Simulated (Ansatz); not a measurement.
SnSe (started from an entry of an open crystallographic database) (r2SCAN+rVV10 geometry), in Ansatz:

```cif
data_structure
_symmetry_space_group_name_H-M 'Fm-3m'
_symmetry_Int_Tables_number 225
_cell_length_a 5.9698
_cell_length_b 5.9698
_cell_length_c 5.9698
_cell_angle_alpha 90.000
_cell_angle_beta 90.000
_cell_angle_gamma 90.000
_cell_volume 212.75
loop_
_atom_site_label
_atom_site_type_symbol
_atom_site_symmetry_multiplicity
_atom_site_Wyckoff_symbol
_atom_site_fract_x
_atom_site_fract_y
_atom_site_fract_z
_atom_site_occupancy
Sn1 Sn 4 a 0.00000 0.00000 0.00000 1
Se1 Se 4 b 0.50000 0.00000 0.00000 1
```

G0W0@HSE06 with 291 empty bands, a screening cutoff of 180 eV and a 6×6×6 mesh (PAW, contour deformation) gives 0.538 eV over the mesh points, from an HSE06 gap of 0.531 eV; it sums over 306 bands with 283 plane waves in the screening and a wave cutoff of 420 eV. G0W0 here is at a finite number of bands, screening cutoff and k mesh, not at the basis limit. The values are computed, spin-unpolarised, and not measurements.

Task: Estimate the gap with starting point PBE.

Result: 0.615 eV (+0.077 eV), from a Kohn-Sham gap of 0.690 eV.

Task: Estimate the gap with starting point r2SCAN, mesh 8×8×8, empty bands 86, screening cutoff 80 eV.

Result: 0.714 eV (+0.176 eV), from a Kohn-Sham gap of 0.573 eV.

No spin-orbit coupling is included; it can move band edges with weight on the heavy atoms by tenths of an eV.
